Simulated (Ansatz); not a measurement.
Relaxation of BiTe

Theory: Ansatz 0.2.0, DFT PBE, scalar-relativistic, plane waves, PAW. Run with 420 eV cutoff, 12×12×12 k-mesh, Gaussian smearing of 0.10 eV, no spin polarisation.

What was changed: relaxed at 25 GPa.

A cell with an odd number of electrons and no spin polarisation is a metal by construction and may be lower with spin. Spin–orbit coupling is left out, which can shift energies with elements as heavy as these.

Other phases may be more stable at this pressure.

Command:

```bash
ansatz run input.yaml --threads 1 --pin off --max-ram 2560MiB --backend cpu --events-out ev --progress --plain --runs-dir out
```

Input:

```yaml
crystal:
  lattice:
    - [0.0, 2.989596565, 2.989596565]
    - [2.989596565, 0.0, 2.989596565]
    - [2.989596565, 2.989596565, 0.0]
  atoms:
    - { symbol: Bi, position: [0.0, 0.0, 0.0] }
    - { symbol: Te, position: [0.5, 0.5, 0.5] }
basis:
  ecutwfc: 420
kpoints:
  mp_grid: { grid: [12, 12, 12] }
hamiltonian:
  xc: pbe
scf:
  occupations: { method: gaussian, width: 0.1 }
output:
  forces: true
  stress: true
  eigenvalues: true
relax:
  adjacent_minimum: "off"
  f_tol: 0.008
  max_steps: 50
  cell: { stress_tol: 0.08, p_target: 25.0 }
```

F is the free energy. Steps run on the plane waves of an earlier cell, but the last one, and at times one on the way, on a freshly chosen basis, so a repeated geometry can differ a little in energy. The relaxation lowers the enthalpy F + PV at the target pressure, so F itself can rise.

At step 2 F + PV rises: a step can overshoot before the optimiser corrects it.

Steps:

```csv
step,F − F(1) (eV),largest force component (eV/Å),V (Å³/atom),P (GPa)
1,0.0000,0.000,26.720,21.13
2,1.0041,0.000,23.961,38.77
3,0.1871,0.000,26.062,24.57
4,0.2121,0.000,25.981,25.02
5,0.2125,0.000,25.981,25.02
```

Relaxed structure:

```xyz
2
Lattice="0.0000 2.9618 2.9618 2.9618 0.0000 2.9618 2.9618 2.9618 0.0000" Properties=species:S:1:pos:R:3 pbc="T T T"
Bi    0.0000    0.0000    0.0000
Te    2.9618    2.9618    2.9618
```

It takes space group Fm-3m (No. 225, cubic). The conventional cell has a = 5.924 Å, b = 5.924 Å, c = 5.924 Å, α = 90.00°, β = 90.00°, γ = 90.00°. Bi (site symmetry m-3m) has 6 Te at 2.96 Å as nearest neighbours. Te (site symmetry m-3m) has 6 Bi at 2.96 Å as nearest neighbours.

The run converged. The run took 17 s on 1 thread of Arm Neoverse V2, on a shared host, peak memory 0.38 GiB.